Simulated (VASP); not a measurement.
# AlN in VASP: one cell, several levels of theory, part 2 of 2

VASP 6.6.1, plane waves, PAW. Earlier steps stand in the parts before.

## 3. r2SCAN at this geometry

File INCAR:

```
ENCUT = 520.000000
SIGMA = 0.010000
EDIFF = 1.00e-07
ALGO = Normal
METAGGA = R2SCAN
PREC = Accurate
IBRION = -1
ISIF = 2
ISMEAR = 0
NBANDS = 16
NELM = 120
NSW = 0
LASPH = .TRUE.
LCHARG = .FALSE.
LWAVE = .FALSE.
LREAL = .FALSE.
```

File KPOINTS:

```
KPOINTS created by Atomic Simulation Environment
0
Gamma
12 12 6
0 0 0
```

File KPOINTS_OPT:

```
special points
6
Reciprocal
0.0000000000 0.0000000000 0.0000000000 1
0.5000000000 0.0000000000 0.0000000000 1
0.3333333333 0.3333333333 0.0000000000 1
0.0000000000 0.0000000000 0.5000000000 1
0.5000000000 0.0000000000 0.5000000000 1
0.3333333333 0.3333333333 0.5000000000 1
```

File POSCAR:

```
Al N
 1.0000000000000000
     3.1066937601931870    0.0000000000000000    0.0000000000000000
    -1.5533468800965935    2.6904757181059007    0.0000000000000000
     0.0000000000000000    0.0000000000000000    4.9288056363999999
 Al  N
   2   2
Cartesian
  0.0000000000000001  1.7936504787372671 -0.0210060977643792
  1.5533468800965935  0.8968252393686336  2.4433967204356208
  0.0000000000000001  1.7936504787372671  1.8693082114143795
  1.5533468800965935  0.8968252393686336  4.3337110296143795
```

On the command line:

```bash
$ mpirun -np 1 vasp_std
```

Standard output, without the iteration lines:

```text
POSCAR found type information on POSCAR AlN
 POSCAR found :  2 types and       4 ions
 -----------------------------------------------------------------------------
|                                                                             |
|                                                                             |
|     You enforced a specific xc type in the INCAR file but a different       |
|     I HOPE YOU KNOW WHAT YOU ARE DOING!                                     |
|                                                                             |
 -----------------------------------------------------------------------------

 LDA part: xc-table for (None), standard interpolation
 POSCAR, INCAR and KPOINTS ok, starting setup
 FFT: planning ... GRIDC
 FFT: planning ... GRID_SOFT
 FFT: planning ... GRID
 WAVECAR not read
 entering main loop
 Start KPOINTS_OPT (optional k-point list driver)
k-point batch [1-6\6]
```

OSZICAR:

```text
N       E                     dE             d eps       ncg     rms          rms(c)
DAV:   1     0.309085013402E+02    0.30909E+02   -0.75883E+03  2440   0.928E+02
DAV:   2    -0.435962361087E+02   -0.74505E+02   -0.68184E+02  3344   0.196E+02
DAV:   3    -0.471087425349E+02   -0.35125E+01   -0.35015E+01  3144   0.434E+01
DAV:   4    -0.471314545238E+02   -0.22712E-01   -0.22711E-01  2992   0.394E+00
DAV:   5    -0.471317745572E+02   -0.32003E-03   -0.32003E-03  3080   0.471E-01    0.127E+01
DAV:   6    -0.381411573244E+02    0.89906E+01   -0.81973E+00  2792   0.204E+01    0.520E+00
DAV:   7    -0.384117692846E+02   -0.27061E+00   -0.12475E+00  2992   0.741E+00    0.339E+00
DAV:   8    -0.384602534891E+02   -0.48484E-01   -0.68528E-02  2496   0.266E+00    0.895E-01
DAV:   9    -0.384518238772E+02    0.84296E-02   -0.18723E-02  3192   0.111E+00    0.211E-01
DAV:  10    -0.384523383123E+02   -0.51444E-03   -0.20503E-03  2832   0.306E-01    0.924E-02
DAV:  11    -0.384522681906E+02    0.70122E-04   -0.96447E-05  3176   0.794E-02    0.255E-02
DAV:  12    -0.384522701880E+02   -0.19974E-05   -0.53210E-06  2736   0.173E-02    0.235E-02
DAV:  13    -0.384522696648E+02    0.52322E-06   -0.11760E-07  2672   0.350E-03    0.256E-02
DAV:  14    -0.384522683459E+02    0.13189E-05   -0.27888E-06  2864   0.131E-02    0.432E-02
DAV:  15    -0.384522628710E+02    0.54749E-05   -0.74731E-06  2640   0.213E-02    0.653E-02
DAV:  16    -0.384522625191E+02    0.35194E-06   -0.31219E-06  2536   0.148E-02    0.268E-02
DAV:  17    -0.384522619836E+02    0.53545E-06   -0.12116E-06  3048   0.837E-03    0.101E-02
DAV:  18    -0.384522618729E+02    0.11066E-06   -0.18161E-07  2144   0.320E-03    0.164E-03
DAV:  19    -0.384522616971E+02    0.17587E-06   -0.11768E-08  1312   0.925E-04    0.564E-04
DAV:  20    -0.384522616130E+02    0.84020E-07   -0.13339E-09  1248   0.395E-04
   1 F= -.38452262E+02 E0= -.38452262E+02  d E =-.273252E-40
       N       E                     dE             ncg
DAV:   1     0.290104687633E+04   -0.24713E+04      192
DAV:   2     0.249821159788E+04   -0.40284E+03      272
DAV:   3     0.247986540745E+04   -0.18346E+02      208
DAV:   4     0.247974576505E+04   -0.11964E+00      256
DAV:   5     0.247974376389E+04   -0.20012E-02      200
DAV:   6     0.247974371317E+04   -0.50718E-04      256
DAV:   7     0.247974371165E+04   -0.15201E-05      240
DAV:   8     0.247974371161E+04   -0.45992E-07      208
```

OUTCAR, selected sections:

```text
k-points           NKPTS =     76   k-points in BZ     NKDIM =     76   number of bands    NBANDS=     16

   NELECT =      16.0000    total number of electrons

   dimension x,y,z NGX =    24 NGY =   24 NGZ =   40
   dimension x,y,z NGXF=    48 NGYF=   48 NGZF=   80

  energy-cutoff  :      520.00
  volume of cell :       41.20
      direct lattice vectors                 reciprocal lattice vectors
     3.106693760  0.000000000  0.000000000     0.321885605  0.185840741  0.000000000
    -1.553346880  2.690475718  0.000000000     0.000000000  0.371681481  0.000000000
     0.000000000  0.000000000  4.928805636     0.000000000  0.000000000  0.202888909

 k-points in reciprocal lattice and weights: KPOINTS created by Atomic Simulation Env
   0.00000000  0.00000000  0.00000000       0.001
   0.08333333  0.00000000  0.00000000       0.007
   0.16666667  0.00000000  0.00000000       0.007
   0.25000000  0.00000000  0.00000000       0.007
   0.33333333  0.00000000  0.00000000       0.007
   0.41666667 -0.00000000  0.00000000       0.007
   0.50000000  0.00000000  0.00000000       0.003
   0.08333333  0.08333333  0.00000000       0.007
[... 68 more k-points ...]

 E-fermi :   6.1711

 k-point     1 :       0.0000    0.0000    0.0000
  band No.  band energies     occupation
      1     -10.0282      2.00000
      2      -7.8319      2.00000
      3      -0.0639      2.00000
      4       5.0714      2.00000
      5       5.0714      2.00000
      6       5.7642      2.00000
      7       5.7642      2.00000
      8       6.0809      2.00000
      9      11.0371      0.00000
     10      13.5556      0.00000
     11      17.7910      0.00000
     12      18.0340      0.00000
     13      18.0340      0.00000
     14      20.1739      0.00000
     15      20.1739      0.00000
     16      20.4209      0.00000

 k-point     2 :       0.0833    0.0000    0.0000
  band No.  band energies     occupation
      1      -9.9387      2.00000
      2      -7.7830      2.00000
      3       0.0437      2.00000
      4       4.6642      2.00000
      5       4.9514      2.00000
      6       5.3656      2.00000
      7       5.7539      2.00000
      8       6.0390      2.00000
      9      11.4511      0.00000
     10      13.9275      0.00000
     11      17.3396      0.00000
     12      17.4317      0.00000
     13      18.3079      0.00000
     14      19.9207      0.00000
     15      20.2437      0.00000
     16      20.3503      0.00000

 k-point     3 :       0.1667    0.0000    0.0000
  band No.  band energies     occupation
      1      -9.6782      2.00000
      2      -7.6499      2.00000
      3       0.3605      2.00000
      4       3.6613      2.00000
      5       4.4947      2.00000
      6       4.6697      2.00000
      7       5.6926      2.00000
      8       5.8936      2.00000
      9      12.3238      0.00000
     10      14.6225      0.00000
     11      16.1132      0.00000
     12      16.7200      0.00000
     13      19.0712      0.00000
     14      19.3441      0.00000
     15      19.5275      0.00000
     16      19.7002      0.00000

 k-point     4 :       0.2500    0.0000    0.0000
  band No.  band energies     occupation
      1      -9.2739      2.00000
      2      -7.4764      2.00000
      3       0.8670      2.00000
      4       2.4796      2.00000
      5       3.5208      2.00000
      6       4.3464      2.00000
      7       5.5743      2.00000
      8       5.6112      2.00000
      9      13.0385      0.00000
     10      14.4456      0.00000
     11      15.0039      0.00000
     12      17.0609      0.00000
     13      18.5596      0.00000
     14      18.8698      0.00000
     15      19.3287      0.00000
     16      20.2801      0.00000

 k-point     5 :       0.3333    0.0000    0.0000
  band No.  band energies     occupation
      1      -8.7809      2.00000
      2      -7.3369      2.00000
      3       1.4307      2.00000
      4       1.5200      2.00000
      5       2.6472      2.00000
      6       4.0654      2.00000
      7       5.1637      2.00000
      8       5.4406      2.00000
      9      13.0319      0.00000
     10      13.4976      0.00000
     11      14.9217      0.00000
     12      17.3851      0.00000
     13      18.2696      0.00000
     14      18.8161      0.00000
     15      19.3329      0.00000
     16      21.5451      0.00000

 k-point     6 :       0.4167   -0.0000    0.0000
  band No.  band energies     occupation
      1      -8.3038      2.00000
      2      -7.3095      2.00000
      3       0.7179      2.00000
      4       2.0215      2.00000
      5       2.2255      2.00000
      6       3.8786      2.00000
      7       4.5995      2.00000
      8       5.3393      2.00000
      9      12.7092      0.00000
     10      12.8085      0.00000
     11      15.1045      0.00000
     12      17.3455      0.00000
     13      17.8973      0.00000
     14      19.4143      0.00000
     15      19.6563      0.00000
     16      22.5071      0.00000

 k-point     7 :       0.5000    0.0000    0.0000
  band No.  band energies     occupation
      1      -8.0661      2.00000
      2      -7.3528      2.00000
      3       0.4665      2.00000
      4       1.8010      2.00000
      5       2.6119      2.00000
      6       3.8134      2.00000
      7       4.2513      2.00000
      8       5.3019      2.00000
      9      12.5696      0.00000
     10      12.5725      0.00000
     11      15.1518      0.00000
     12      17.3676      0.00000
     13      17.7719      0.00000
     14      19.5246      0.00000
     15      19.9489      0.00000
     16      22.5496      0.00000

 k-point     8 :       0.0833    0.0833    0.0000
  band No.  band energies     occupation
      1      -9.7635      2.00000
      2      -7.6919      2.00000
      3       0.2559      2.00000
      4       4.0868      2.00000
      5       4.3807      2.00000
      6       5.0591      2.00000
      7       5.6431      2.00000
      8       5.9449      2.00000
      9      12.0923      0.00000
     10      14.5265      0.00000
     11      16.6076      0.00000
     12      16.6125      0.00000
     13      18.8650      0.00000
     14      19.3234      0.00000
     15      19.6199      0.00000
     16      20.3550      0.00000

 k-point     9 :       0.1667    0.0833    0.0000
  band No.  band energies     occupation
      1      -9.4305      2.00000
      2      -7.5376      2.00000
      3       0.6682      2.00000
      4       3.0743      2.00000
      5       3.5986      2.00000
      6       4.6199      2.00000
      7       5.4773      2.00000
      8       5.7334      2.00000
      9      12.9409      0.00000
     10      15.0385      0.00000
     11      15.3287      0.00000
     12      16.2699      0.00000
     13      18.5943      0.00000
     14      18.9250      0.00000
     15      19.6995      0.00000
     16      20.1263      0.00000

 k-point    10 :       0.2500    0.0833    0.0000
  band No.  band energies     occupation
      1      -8.9789      2.00000
      2      -7.3789      2.00000
      3       1.2514      2.00000
      4       1.9664      2.00000
      5       2.8780      2.00000
      6       4.1327      2.00000
      7       5.3030      2.00000
      8       5.3736      2.00000
      9      13.3992      0.00000
     10      14.0503      0.00000
     11      14.9137      0.00000
     12      17.0065      0.00000
     13      18.0882      0.00000
     14      18.6292      0.00000
     15      19.5562      0.00000
     16      21.1445      0.00000

 k-point    11 :       0.3333    0.0833    0.0000
  band No.  band energies     occupation
      1      -8.4832      2.00000
      2      -7.2966      2.00000
      3       1.0828      2.00000
      4       1.9397      2.00000
      5       2.2696      2.00000
      6       3.7637      2.00000
      7       4.8583      2.00000
      8       5.1539      2.00000
      9      13.0513      0.00000
     10      13.2478      0.00000
     11      15.1527      0.00000
     12      17.2489      0.00000
     13      17.8557      0.00000
     14      19.2363      0.00000
     15      19.4447      0.00000
     16      22.0357      0.00000

 k-point    12 :       0.4167    0.0833    0.0000
  band No.  band energies     occupation
      1      -8.0902      2.00000
      2      -7.3317      2.00000
      3       0.5960      2.00000
      4       1.9054      2.00000
      5       2.5625      2.00000
      6       3.5711      2.00000
      7       4.3339      2.00000
      8       5.0659      2.00000
      9      12.5720      0.00000
     10      12.9996      0.00000
     11      15.3144      0.00000
     12      17.2884      0.00000
     13      17.7471      0.00000
     14      19.4726      0.00000
     15      19.8944      0.00000
     16      22.4959      0.00000

[... the tables of k-points 13 to 76 left out ...]

  Total        0.1807394      0.1807394      0.9017626      0.0000000      0.0000000      0.0000000
  in kB        7.0290118      7.0290118     35.0698244      0.0000000      0.0000000      0.0000000
  external PRESSURE =      16.3759493 kB  Pullay stress =       0.0000000 kB

 POSITION                                       TOTAL-FORCE (eV/Angst)
 -----------------------------------------------------------------------------------
      0.00000      1.79365      4.90780        -0.000000      0.000000     -0.004606
      1.55335      0.89683      2.44340         0.000000     -0.000000     -0.004606
      0.00000      1.79365      1.86931        -0.000000      0.000000      0.004606
      1.55335      0.89683      4.33371        -0.000000      0.000000      0.004606
 -----------------------------------------------------------------------------------
    total drift:                               -0.000000     -0.000000     -0.017035

  FREE ENERGIE OF THE ION-ELECTRON SYSTEM (eV)
  ---------------------------------------------------
  free  energy   TOTEN  =       -38.4522616130 eV

  energy  without entropy=      -38.4522616130  energy(sigma->0) =      -38.45226161
```

Hardware: 1 MPI rank of Intel Xeon Platinum 8488C, shared host.

The levels at the points of KPOINTS_OPT are read from vasprun.xml.

Near the gap, in eV above the top of the last filled band v; c is the band after it:

| point | v−1 | v | c | c+1 |
| --- | --- | --- | --- | --- |
| Γ | -0.32 | 0.00 | 4.96 | 7.47 |
| M | -1.83 | -0.78 | 6.49 | 6.49 |
| K | -2.48 | -2.48 | 5.69 | 9.11 |
| A | -0.67 | -0.67 | 7.26 | 7.26 |
| L | -1.42 | -1.42 | 6.01 | 6.01 |
| H | -0.83 | -0.83 | 8.18 | 8.18 |

The r2SCAN gap is 4.96 eV, direct at Γ. Pressure: 1.64 GPa; the forces vanish within 0.01 eV/Å.

## 4. Summary

This closing draws on all 2 parts.

| level | gap (eV) | pressure (GPa) | Ansatz: gap (eV) | Ansatz: pressure (GPa) |
| --- | --- | --- | --- | --- |
| PBE | 4.28 | 6.42 | 4.27 | 6.68 |
| r2SCAN | 4.96 | 1.64 | 4.92 | 2.02 |

In words: The gap spans 4.28 eV (PBE) to 4.96 eV (r2SCAN). The pressure is highest with PBE (6.4 GPa) and lowest with r2SCAN (1.6 GPa), which orders the cells that they would relax to. The two programs agree on the gap within 0.05 eV, far less than the spread between functionals. Each program uses its own PAW datasets and cutoff.
